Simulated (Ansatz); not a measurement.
# MnO: changes ranked by their effect on the pressure

```yaml
crystal:
  lattice:
    - [0.00000, 2.40015, 2.40015]
    - [2.40015, 0.00000, 2.40015]
    - [2.40015, 2.40015, 0.00000]
  atoms:
    - { symbol: Mn, position: [0.00000, 0.00000, 0.00000] }
    - { symbol: O, position: [0.25000, 0.25000, 0.25000] }
```

Atoms are numbered in the order listed.

The conventional cell has a = 4.800 Å, b = 4.800 Å, c = 4.800 Å, α = 90.00°, β = 90.00°, γ = 90.00°. Mn (atom 1) is surrounded by 4 O at 2.08 Å. Around O (atom 2) lie 4 Mn at 2.08 Å.

The structure comes from a relaxation in the same program, started in the zincblende type, and has space group F-43m. Whether it is a known phase or the ground state wasn't checked.

Semilocal functionals without U often leave such compounds metallic or with too small a gap, and the real magnetic order may differ.

Other magnetic orders may lie lower; this is the state that the run reached.

Level of theory: DFT, PBE, all-electron LAPW, scalar-relativistic in Ansatz 0.2.0.

Numerical set-up: a Γ-centred 14×14×14 k mesh, Fermi–Dirac smearing of 0.05 eV, basis error target 0.5 meV/atom, spin-polarised from start moments Mn1 4 μB.

In this reference run the pressure is 0.0 GPa (positive in compression). Each change below is made alone, on the same k mesh, with fractional coordinates held unless an atom is moved; x, y and z are the Cartesian axes.

**Question.** Order the changes by the shift of the pressure, most negative first.
A. volume scaled by 0.975
B. no relativity
C. functional lda
D. volume scaled by 1.025
E. functional pbesol
F. no spin polarisation

**Answer.** F (-33.2 GPa), C (-10.7 GPa), E (-4.9 GPa), D (-2.7 GPa), B (+0.7 GPa), A (+2.9 GPa).
